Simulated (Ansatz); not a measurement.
## NaF: modes and screening against the lattice constant

Theory: DFT r2SCAN+D3(BJ), scalar-relativistic, plane waves, PAW in Ansatz. Settings: 500 eV plane-wave cutoff, Γ-centred 8×8×8 mesh, fixed occupations. No spin polarisation. Phonons by linear response, acoustic sum rule imposed.

The cell is fixed (symmetry leaves no force on the atoms) and stands under 0.0 GPa:
```cif
data_structure
_symmetry_space_group_name_H-M 'Pm-3m'
_symmetry_Int_Tables_number 221
_cell_length_a 2.7707
_cell_length_b 2.7707
_cell_length_c 2.7707
_cell_angle_alpha 90.000
_cell_angle_beta 90.000
_cell_angle_gamma 90.000
_cell_volume 21.27
loop_
_atom_site_label
_atom_site_type_symbol
_atom_site_symmetry_multiplicity
_atom_site_Wyckoff_symbol
_atom_site_fract_x
_atom_site_fract_y
_atom_site_fract_z
_atom_site_occupancy
Na1 Na 1 a 0.00000 0.00000 0.00000 1
F1 F 1 b 0.50000 0.50000 0.50000 1
```

The cell is the ideal cubic caesium chloride prototype; this isn't the usual structure of the compound.

**Question.** How do the optical zone-centre modes (counted from the lowest optical one, degenerate ones once; i marks imaginary ones; without the LO field) and the screening change over a = 2.724 and 2.771 Å?

**Answer.**
```
               a (Å)  2.724  2.771
      pressure (GPa)    3.7    0.0
gap on the mesh (eV)   7.61   7.23
                  ε∞   1.91   1.90
                  ε0    6.2    7.5
       mode 1 (cm⁻¹)    239    205
```

Cost: 2 runs of about 3.4 core-minutes in all, on Intel Xeon Processor @ 2.50GHz (Skylake/Cascade Lake) (shared hosts).